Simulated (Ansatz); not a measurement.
# In2O3: the cell at several levels of theory

How does the equilibrium cell of In2O3 (corundum) depend on the functional? It is relaxed with PBE and r2SCAN.

The runs shown are made with Ansatz 0.2.0. PAW datasets, plane waves, zero pressure. No spin polarisation and no zero-point or thermal motion.

**1. The cell**

This is the cell as the run starts from it, not yet at rest; its lengths are not the crystal's.

It is trigonal, R-3c (No. 167); conventional cell a = 5.164 Å, c = 14.047 Å, 10.82 Å³ an atom. Near In stand 6 O at 2.00–2.16 Å; near O stand 4 In at 2.00–2.16 Å.

Coordinates:

```cif
data_structure
_symmetry_space_group_name_H-M 'R-3c:H'
_symmetry_Int_Tables_number 167
_cell_length_a 5.1644
_cell_length_b 5.1644
_cell_length_c 14.0470
_cell_angle_alpha 90.000
_cell_angle_beta 90.000
_cell_angle_gamma 120.000
_cell_volume 324.45
loop_
_atom_site_label
_atom_site_type_symbol
_atom_site_symmetry_multiplicity
_atom_site_Wyckoff_symbol
_atom_site_fract_x
_atom_site_fract_y
_atom_site_fract_z
_atom_site_occupancy
In1 In 12 c 0.66667 0.33333 0.18833 1
O1 O 18 e 0.36167 0.33333 0.08333 1
```

**2. Relaxing with PBE**

Contents of input.yaml:

```yaml
crystal:
  lattice:
    - [2.5821775, 1.4908208747, 4.6823485333]
    - [-2.5821775, 1.4908208747, 4.6823485333]
    - [0.0, -2.9816417494, 4.6823485333]
  atoms:
    - { symbol: In, position: [0.855, 0.855, 0.855] }
    - { symbol: In, position: [0.355, 0.355, 0.355] }
    - { symbol: In, position: [0.145, 0.145, 0.145] }
    - { symbol: In, position: [0.645, 0.645, 0.645] }
    - { symbol: O, position: [0.445, 0.055, 0.75] }
    - { symbol: O, position: [0.055, 0.75, 0.445] }
    - { symbol: O, position: [0.555, 0.945, 0.25] }
    - { symbol: O, position: [0.25, 0.555, 0.945] }
    - { symbol: O, position: [0.945, 0.25, 0.555] }
    - { symbol: O, position: [0.75, 0.445, 0.055] }
kpoints:
  mp_grid: { grid: [6, 6, 6] }
hamiltonian:
  xc: pbe
scf:
  occupations: { method: fermi_dirac, width: 0.02 }
relax:
  f_tol: 0.005
  cell: {}
```

Launch:

```
ansatz run input.yaml --threads 2 --pin off --max-ram 20275MiB --backend cpu --events-out ev --progress --plain --runs-dir out
```

What it wrote, cut to the lines that bear on the results:

```text
[...]
Pseudopotentials: kind: paw
Pseudopotential: In, paw, valence charge 13, recommended cutoff 420 eV (normal), In.paw.azcp
Pseudopotential: O, paw, valence charge 6, recommended cutoff 420 eV (normal), O.paw.azcp
Functional definition: PBE
[...]
Crystal: 10 atoms, lattice volume = 108.150 Å³
Basis set: ecut = 420 eV, 2127 PW (Γ), exchange–correlation on 80×80×80 points (8 copies of the dense FFT grid, shifted against one another)
Bands: 54, of which v1, the nominal top of the filled ones, is band 44 counted from 1 (43 counted from 0)
Symmetry: 12 space group operations
Space group: R-3c (ITA 167), of the structure as read, at distance tolerance 4.8e-5 Å
k-points: 32 of 216
[...]
SCF iter   1: F=—  HF=-25793.058054 eV  |F-HF|=—  |Δ(HF+E_count)|=         —  Δρ=1.43e-3  dr2=7.31e-4  ethr=1.77e-3  ⟨swp⟩=6.4  Hψ=7592  notcnv=0  defer=3
[...]
relax step   1: F+E_penalty+E_count = -25793.05918039 eV  Δ(F+E_penalty+E_count) = +0.000e0 eV  max|allowed force component| = 7.831e-1 eV/Å  Δτ_max = 0.0000 Å  P = +51.706 GPa  Ω = 108.150 Å³  (6 SCF iters, dr2 threshold 1.00e-7 eV, accepted)
[...]
relax step   3: F+E_penalty+E_count = -25796.17660979 eV  Δ(F+E_penalty+E_count) = -2.395e-1 eV  max|allowed force component| = 1.071e-1 eV/Å  Δτ_max = 0.0265 Å  P = +2.498 GPa  Ω = 128.548 Å³  energy of the carried Pulay correction = -9.446e-2 eV  (6 SCF iters, dr2 threshold 1.00e-6 eV, accepted)
[...]
  atom   7  O      0.00319321     0.00000000    -0.00000000
  atom   8  O     -0.00159661     0.00276540     0.00000000
[...]
--- Stress (GPa, compression-positive) ---
       -0.008599      -0.000000      -0.000000
       -0.000000      -0.008599       0.000000
       -0.000000       0.000000      -0.005611
  P = ⅓ Tr σ = -0.0076 GPa (-0.076 kbar)
--- Relaxed structure (9 steps of the walk, 9 accepted, 2 SCFs on fresh bases) ---
  F+E_penalty+E_count = -25796.45779687 eV   max|allowed force component| = 3.969e-3 eV/Å   (the final SCF, on the basis selected at the relaxed cell)
  cell:  # Å, volume = 132.4266 Å³
    - [2.787823975198764, 1.6095509225342988, 4.918738940137321]
    - [-2.787823975198764, 1.6095509225342988, 4.918738940137321]
    - [-6.904108861014898e-35, -3.2191018450685975, 4.918738940137321]
  atoms:
    - { symbol: In, position: [0.8572457687129744, 0.8572457687129744, 0.8572457687129744] }
    - { symbol: In, position: [0.35724576871297464, 0.35724576871297464, 0.35724576871297464] }
    - { symbol: In, position: [0.14275423128702533, 0.14275423128702533, 0.14275423128702533] }
    - { symbol: In, position: [0.6427542312870257, 0.6427542312870257, 0.6427542312870257] }
    - { symbol: O, position: [0.45352425765012455, 0.04647574234987528, 0.75] }
    - { symbol: O, position: [0.046475742349875226, 0.75, 0.4535242576501246] }
    - { symbol: O, position: [0.5464757423498754, 0.9535242576501245, 0.24999999999999983] }
    - { symbol: O, position: [0.2500000000000001, 0.5464757423498756, 0.9535242576501248] }
    - { symbol: O, position: [0.9535242576501248, 0.2500000000000001, 0.5464757423498755] }
    - { symbol: O, position: [0.75, 0.4535242576501246, 0.04647574234987528] }
```

It took 40 s on 2 threads of AMD EPYC 7R13 (Zen 3), shared host; peak memory 0.75 GiB.

The steps:

```csv
step,energy change (meV/atom),largest force (eV/Å),pressure (GPa),volume (Å³/atom)
1,0.0,0.7831,51.71,10.815
2,-287.8,0.3589,11.57,12.359
3,-311.7,0.1071,2.50,12.855
4,-312.6,0.0684,0.10,13.031
5,-312.5,0.0411,-0.16,13.045
6,-312.6,0.0268,0.06,13.034
7,-312.6,0.0001,0.00,13.037
8,-338.3,0.0094,2.49,13.037
9,-339.1,0.0027,0.29,13.218
10,-339.0,0.0035,-0.02,13.243
11,-339.9,0.0040,-0.01,13.243
```

Steps 8, 11 solve the same cell on a plane-wave basis chosen anew, so the energy can jump there without a move.

The table lists every geometry solved, with passes on a fresh basis, whose energies don't compare exactly with the rows above.

|  | before | after | change |
| --- | --- | --- | --- |
| a (Å) | 5.164 | 5.576 | +7.96 % |
| c (Å) | 14.047 | 14.756 | +5.05 % |
| volume (Å³/atom) | 10.815 | 13.243 | +22.45 % |
| shortest distance (Å) | 1.997 | 2.156 | +7.96 % |
| space group | R-3c | R-3c | same |

[end of part 1 of 2]
